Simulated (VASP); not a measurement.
# ZnO (P6_3/mmc) in VASP: further runs

The runs below take ZnO through single point, with PBE+D3(BJ).

Everything below comes from runs of VASP 6.6.1. Logs are shortened: lines on timing, memory, paths and dates and some standing lists are left out, and cuts for length are marked.

### Step 1. Starting point

It takes space group P6_3/mmc (No. 194, hexagonal). The conventional cell has a = 3.288 Å, b = 3.288 Å, c = 7.130 Å, α = 90.00°, β = 90.00°, γ = 120.00°. Zn (site symmetry -6m2) has 3 O at 1.90 Å as nearest neighbours. O (site symmetry -6m2) is surrounded by 3 Zn at 1.90 Å.

Measurements of this composition are mostly on another form, of space group No. 186.

### Step 2. Single point, PBE+D3(BJ)

Input file INCAR:

```
ALGO = Normal
EDIFF = 1E-6
ENCUT = 520
GGA = PE
ISIF = 2
ISMEAR = 0
IVDW = 12
LASPH = T
LCHARG = T
LELF = T
LREAL = F
LVHAR = T
LWAVE = F
NBANDS = 26
NELM = 100
PREC = Accurate
SIGMA = 0.05
```

Input file KPOINTS:

```
k-points
0
Gamma
  12 12 4
```

Input file POSCAR:

```
ZnO
1.0
    3.2879671587      0.0000000000      0.0000000000
   -1.6439835793      2.8474630862      0.0000000000
    0.0000000000      0.0000000000      7.1304413500
Zn O
2 2
Direct
    0.0000000000      0.0000000000      0.7500000000
    0.0000000000      0.0000000000      0.2500000000
    0.3333333333      0.6666666667      0.2500000000
    0.6666666667      0.3333333333      0.7500000000
```

Potentials or basis: VASP PAW PBE potentials, release 64 (Zn, O).

On the command line:

```
cat potpaw_PBE.64/Zn/POTCAR potpaw_PBE.64/O/POTCAR > POTCAR
mpirun -np 1 vasp_std > vasp.out
```

OUTCAR:

```text
EDIFF = 1E-6
   ENCUT = 520
   GGA = PE
   ISIF = 2
   ISMEAR = 0
   IVDW = 12
   LASPH = T
   LREAL = F
   NELM = 100
   PREC = Accurate
 IVDW          = 12

 ion  position               nearest neighbor table
   1  0.000  0.000  0.750-   4 1.90   4 1.90   4 1.90
   2  0.000  0.000  0.250-   3 1.90   3 1.90   3 1.90
   3  0.333  0.667  0.250-   2 1.90   2 1.90   2 1.90
   4  0.667  0.333  0.750-   1 1.90   1 1.90   1 1.90

  LATTYP: Found a hexagonal cell.
 ALAT       =     3.2879671587
 C/A-ratio  =     2.1686473757

  Lattice vectors:

 A1 = (   3.2879671587,   0.0000000000,   0.0000000000)
 A2 = (  -1.6439835793,   2.8474630862,   0.0000000000)
 A3 = (   0.0000000000,   0.0000000000,   7.1304413500)

Analysis of symmetry for initial positions (statically):
=====================================================================
 Subroutine PRICEL returns:
 Original cell was already a primitive cell.

 Routine SETGRP: Setting up the symmetry group for a
 hexagonal supercell.

 Subroutine GETGRP returns: Found 24 space group operations
 (whereof 12 operations were pure point group operations)
 out of a pool of 24 trial point group operations.

The static configuration has the point symmetry D_3d.
 The point group associated with its full space group is D_6h.

Analysis of symmetry for dynamics (positions and initial velocities):
=====================================================================
 Subroutine PRICEL returns:
 Original cell was already a primitive cell.

 Routine SETGRP: Setting up the symmetry group for a
 hexagonal supercell.

 Subroutine GETGRP returns: Found 24 space group operations
 (whereof 12 operations were pure point group operations)
 out of a pool of 24 trial point group operations.

The dynamic configuration has the point symmetry D_3d.
 The point group associated with its full space group is D_6h.

 Subroutine INISYM returns: Found 24 space group operations
 (whereof 12 operations are pure point group operations),
 and found     1 'primitive' translations

----------------------------------------------------------------------------------------

                                     Primitive cell

  volume of cell :      66.7578

  direct lattice vectors                    reciprocal lattice vectors
     3.287967159  0.000000000  0.000000000     0.304139291  0.175594901  0.000000000
    -1.643983579  2.847463086  0.000000000     0.000000000  0.351189803  0.000000000
     0.000000000  0.000000000  7.130441350     0.000000000  0.000000000  0.140243773

  length of vectors
     3.287967159  3.287967159  7.130441350     0.351189803  0.351189803  0.140243773

  position of ions in fractional coordinates (direct lattice)
     0.000000000  0.000000000  0.750000000
     0.000000000  0.000000000  0.250000000
     0.333333333  0.666666667  0.250000000
     0.666666667  0.333333333  0.750000000

  ion indices of the primitive-cell ions
   primitive index   ion index
                 1           1
                 2           2
                 3           3
                 4           4

----------------------------------------------------------------------------------------

 KPOINTS: k-points

Automatic generation of k-mesh.
 Grid dimensions read from file:
 generate k-points for:   12   12    4

 Generating k-lattice:

  Cartesian coordinates                     Fractional coordinates (reciprocal lattice)
     0.025344941  0.014632908  0.000000000     0.083333333  0.000000000  0.000000000
     0.000000000  0.029265817  0.000000000     0.000000000  0.083333333  0.000000000
     0.000000000  0.000000000  0.035060943     0.000000000  0.000000000  0.250000000

  Length of vectors
     0.029265817  0.029265817  0.035060943

  Shift w.r.t. Gamma in fractional coordinates (k-lattice)
     0.000000000  0.000000000  0.000000000

 Subroutine IBZKPT returns following result:
 ===========================================

 Found     57 irreducible k-points:

 Following reciprocal coordinates:
            Coordinates               Weight
  0.000000  0.000000  0.000000      1.000000
  0.083333  0.000000  0.000000      6.000000
  0.166667  0.000000  0.000000      6.000000
  0.250000  0.000000  0.000000      6.000000
  0.333333  0.000000  0.000000      6.000000
  0.416667  0.000000  0.000000      6.000000
[... 16 lines left out ...]
  0.250000  0.000000  0.250000     12.000000
  0.333333  0.000000  0.250000     12.000000
 [... further k-points ...]
   k-points           NKPTS =     57   k-points in BZ     NKDIM =     57   number of bands    NBANDS=     26
   number of dos      NEDOS =    301   number of ions     NIONS =      4
   total plane-waves  NPLWV =  31104
   dimension x,y,z NGX =    24 NGY =   24 NGZ =   54
   dimension x,y,z NGXF=    48 NGYF=   48 NGZF=  108
   ions per type =               2   2
   NGX,Y,Z   is equivalent  to a cutoff of  12.13, 12.13, 12.59 a.u.
   NGXF,Y,Z  is equivalent  to a cutoff of  24.27, 24.27, 25.18 a.u.
 SYSTEM =  unknown system
   PREC   = accura    normal or accurate (medium, high low for compatibility)
   ISTART =      0    job   : 0-new  1-cont  2-samecut
   ICHARG =      2    charge: 1-file 2-atom 10-const
   ISPIN  =      1    spin polarized calculation?
   LNONCOLLINEAR =      F non collinear calculations
   LSORBIT =      F    spin-orbit coupling
   LASPH  =      T    aspherical Exc in radial PAW
   ENCUT  =  520.0 eV  38.22 Ry    6.18 a.u.   6.11  6.11 13.26*2*pi/ulx,y,z
   NELM   =    100;   NELMIN=  2; NELMDL= -5     # of ELM steps
   EDIFF  = 0.1E-05   stopping-criterion for ELM
   LREAL  =      F    real-space projection
   EDIFFG = 0.1E-04   stopping-criterion for IOM
   NSW    =      0    number of steps for IOM
   IBRION =     -1    ionic relax: 0-MD 1-quasi-New 2-CG
   NFREE  =      0    steps in history (QN), initial steepest desc. (CG)
   ISIF   =      2    stress and relaxation
   ISYM   =      2    0-nonsym 1-usesym 2-fastsym
   POTIM  = 0.5000    time-step for ionic-motion
   TEBEG  =    0.0;   TEEND  =   0.0 temperature during run
   PSTRESS=    0.0 pullay stress
   NELECT =      36.0000    total number of electrons
   NUPDOWN=      -1.0000    fix difference up-down
   EMIN   =  10.00;   EMAX   =-10.00  energy-range for DOS
   EFERMI =   0.00;   METHOD = LEGACY
   ISMEAR =     0;   SIGMA  =   0.05  broadening in eV -4-tet -1-fermi 0-gaus
   EFERMI_NEDOS =   21; number of points for ismear=-14 and -15
   IALGO  =     38    algorithm
   IMIX   =      4    mixing-type and parameters
     AMIX     =   0.40;   BMIX     =  1.00
     AMIX_MAG =   1.60;   BMIX_MAG =  1.00
  volume/ion in A,a.u.               =      16.69       112.63
  Fermi-wavevector in a.u.,A,eV,Ry     =   1.332524  2.518105 24.158775  1.775620
  Thomas-Fermi vector in A             =   2.461452
   LORBIT       =      0    0 simple, 1 ext, 2 COOP (PROOUT), +10 PAW based schemes
   GGA     = PE    functional components
   LHFCALC =     F    Hartree Fock is set to
   AEXX    =    0.0000 exact exchange contribution
   IVDW    =    12    specifies the selected vdW correction
   LEPSILON=     F    determine dielectric tensor
   LRPA    =     F    only Hartree local field effects (RPA)
 non-spin polarized calculation
 Gauss-broadening in eV      SIGMA  =   0.05
  energy-cutoff  :      520.00
  volume of cell :       66.76
 maximum number of plane-waves:      1824
   NGX = 13   NGY = 13   NGZ = 27

 number of electron      36.0000026 magnetization

 Free energy of the ion-electron system (eV)
  ---------------------------------------------------
  ext. energy  EPLUGINS =         0.00000000
  ---------------------------------------------------
  free energy    TOTEN  =       -16.96746513 eV

  energy without entropy =      -16.96746513  energy(sigma->0) =      -16.96746513

 E-fermi :  -0.4888     XC(G=0):  -8.9276

 val. band max:       -0.7626841063   @ k =   0.0000   0.0000   0.0000
 cond. band min:       0.0623056016   @ k =   0.0000   0.0000   0.0000
 fundamental gap:      0.8249897079
 Fermi energy:        -0.4888198405

 k-point     1 :       0.0000    0.0000    0.0000
  band No.  band energies     occupation
      1     -18.2252      2.00000
      2     -18.1448      2.00000
      3      -6.8698      2.00000
      4      -6.8698      2.00000
      5      -6.8553      2.00000
      6      -6.8553      2.00000
[... 18 lines left out ...]
     25      12.0592      0.00000
     26      12.8500      0.00000

 k-point     2 :       0.0833    0.0000    0.0000
  band No.  band energies     occupation
      1     -18.1932      2.00000
      2     -18.1155      2.00000
      3      -6.8830      2.00000
      4      -6.8700      2.00000
      5      -6.8238      2.00000
      6      -6.8092      2.00000
[... 18 lines left out ...]
     25      12.1898      0.00000
     26      12.2722      0.00000

 k-point     3 :       0.1667    0.0000    0.0000
  band No.  band energies     occupation
      1     -18.1047      2.00000
      2     -18.0346      2.00000
      3      -6.9050      2.00000
      4      -6.8962      2.00000
      5      -6.6910      2.00000
      6      -6.6763      2.00000
[... 18 lines left out ...]
     25      11.2768      0.00000
     26      12.5291      0.00000

 k-point     4 :       0.2500    0.0000    0.0000
  band No.  band energies     occupation
      1     -17.9808      2.00000
      2     -17.9225      2.00000
      3      -6.8964      2.00000
      4      -6.8922      2.00000
      5      -6.4890      2.00000
      6      -6.4747      2.00000
[... 18 lines left out ...]
     25      11.6346      0.00000
     26      12.3136      0.00000

 k-point     5 :       0.3333    0.0000    0.0000
  band No.  band energies     occupation
      1     -17.8523      2.00000
      2     -17.8093      2.00000
      3      -6.8255      2.00000
      4      -6.8246      2.00000
      5      -6.2536      2.00000
      6      -6.2410      2.00000
[... 18 lines left out ...]
     25      11.3322      0.00000
     26      12.4184      0.00000

 k-point     6 :       0.4167    0.0000    0.0000
  band No.  band energies     occupation
      1     -17.7542      2.00000
      2     -17.7270      2.00000
      3      -6.7123      2.00000
      4      -6.7056      2.00000
      5      -6.0904      2.00000
      6      -6.0498      2.00000
[... 427 lines left out ...]
 k-point    21 :       0.0833    0.0000    0.2500
  band No.  band energies     occupation
      1     -18.1820      2.00000
      2     -18.1271      2.00000
      3      -6.8811      2.00000
      4      -6.8720      2.00000
      5      -6.8217      2.00000
      6      -6.8113      2.00000
[... 18 lines left out ...]
     25      12.2866      0.00000
     26      12.5947      0.00000

 k-point    22 :       0.1667    0.0000    0.2500
  band No.  band energies     occupation
      1     -18.0946      2.00000
      2     -18.0449      2.00000
      3      -6.9039      2.00000
      4      -6.8977      2.00000
      5      -6.6889      2.00000
      6      -6.6785      2.00000
[... 18 lines left out ...]
     25      12.6359      0.00000
     26      12.6718      0.00000

 k-point    23 :       0.2500    0.0000    0.2500
  band No.  band energies     occupation
      1     -17.9722      2.00000
      2     -17.9310      2.00000
      3      -6.8964      2.00000
      4      -6.8933      2.00000
      5      -6.4869      2.00000
      6      -6.4768      2.00000
[... 18 lines left out ...]
     25      12.4376      0.00000
     26      13.0182      0.00000

 k-point    24 :       0.3333    0.0000    0.2500
  band No.  band energies     occupation
      1     -17.8461      2.00000
      2     -17.8156      2.00000
      3      -6.8264      2.00000
      4      -6.8258      2.00000
      5      -6.2518      2.00000
      6      -6.2429      2.00000
[... 18 lines left out ...]
     25      11.4174      0.00000
     26      12.8213      0.00000

 [... further k-points ...]

------------------------ aborting loop because EDIFF is reached ----------------------------------------

 Edisp (eV)   -0.62297

 E8    (eV) :    -0.2342

  FORCE on cell =-STRESS in cart. coord.  units (eV):
  Direction    XX          YY          ZZ          XY          YZ          ZX
  --------------------------------------------------------------------------------------
  -------------------------------------------------------------------------------------
  Total      -0.62764    -0.62764    -0.66118    -0.00000     0.00000     0.00000
  in kB     -15.06323   -15.06323   -15.86813    -0.00000     0.00000     0.00000
  external pressure =      -15.33 kB  Pullay stress =        0.00 kB

 VOLUME and BASIS-vectors are now :
 -----------------------------------------------------------------------------
  energy-cutoff  :      520.00
  volume of cell :       66.76
      direct lattice vectors                 reciprocal lattice vectors
     3.287967159  0.000000000  0.000000000     0.304139291  0.175594901  0.000000000
    -1.643983579  2.847463086  0.000000000     0.000000000  0.351189803  0.000000000
     0.000000000  0.000000000  7.130441350     0.000000000  0.000000000  0.140243773

 POSITION                                       TOTAL-FORCE (eV/Angst)
 -----------------------------------------------------------------------------------
      0.00000      0.00000      5.34783         0.000000      0.000000     -0.000000
      0.00000      0.00000      1.78261         0.000000     -0.000000      0.000000
     -0.00000      1.89831      1.78261        -0.000000      0.000000     -0.000000
      1.64398      0.94915      5.34783         0.000000     -0.000000     -0.000000
 -----------------------------------------------------------------------------------
    total drift:                               -0.000000      0.000000      0.000000

  FREE ENERGIE OF THE ION-ELECTRON SYSTEM (eV)
  ---------------------------------------------------
  free  energy   TOTEN  =       -17.5904309579 eV

  energy  without entropy=      -17.5904309579  energy(sigma->0) =      -17.59043096
```

It took 50 s on 1 thread of AMD EPYC 9R45 (Zen 5), shared host; peak memory 0.21 GiB.

What came out:

* Free energy: -17.5904 eV
* Pressure: -1.5 GPa
* Band gap on the k mesh: 0.83 eV, direct
* Dispersion energy per atom: -0.156 eV

### Step 3. Single point, PBE+D3(BJ)

Input file INCAR:

```
SYSTEM = ZnO
PREC = Accurate
ENCUT = 520
EDIFF = 1E-7
ISMEAR = 0
SIGMA = 0.05
LREAL = .FALSE.
LASPH = .TRUE.
NELM = 100
ALGO = Normal
ISIF = 2
LWAVE = .FALSE.
LCHARG = .FALSE.
GGA = PE
IVDW = 12
NBANDS = 26
```

Input file KPOINTS:

```
regular mesh
0
G
  9 9 4
  0 0 0
```

POSCAR is that of step 2.

Potentials or basis: VASP PAW PBE potentials, release 64 (Zn, O).

On the command line:

```
cat potpaw_PBE.64/Zn/POTCAR potpaw_PBE.64/O/POTCAR > POTCAR
mpirun -np 1 vasp_std > vasp.out
```

Wall time 34 s (1 thread of AMD EPYC 9R45 (Zen 5), shared host); peak memory 0.19 GiB.

Results (log left out):

* Free energy: -17.5900 eV
* Pressure: -1.6 GPa
* Band gap on the k mesh: 0.82 eV, direct
* Dispersion energy per atom: -0.156 eV

Stress tensor (GPa, compression positive):
```
-1.54  0.00  0.00
 0.00 -1.54  0.00
 0.00  0.00 -1.62
```

Levels at points of the mesh, in eV from the valence-band top:
| k point | band 14 | band 15 | band 16 | band 17 | band 18 | band 19 | band 20 | band 21 | band 22 | band 23 |
| --- | --- | --- | --- | --- | --- | --- | --- | --- | --- | --- |
| (0.00, 0.00, 0.00) | -1.74 | -0.01 | -0.01 | 0.00 | 0.00 | 0.82 | 3.36 | 5.17 | 10.94 | 11.08 |
| (0.00, 0.00, 0.50) | -2.53 | 0.00 | 0.00 | 0.00 | 0.00 | 1.93 | 1.93 | 7.26 | 7.26 | 13.16 |

Caveat: an odd mesh through Γ misses points on the zone boundary, where band edges often lie. As with any semilocal functional, this PBE gap is likely too small.
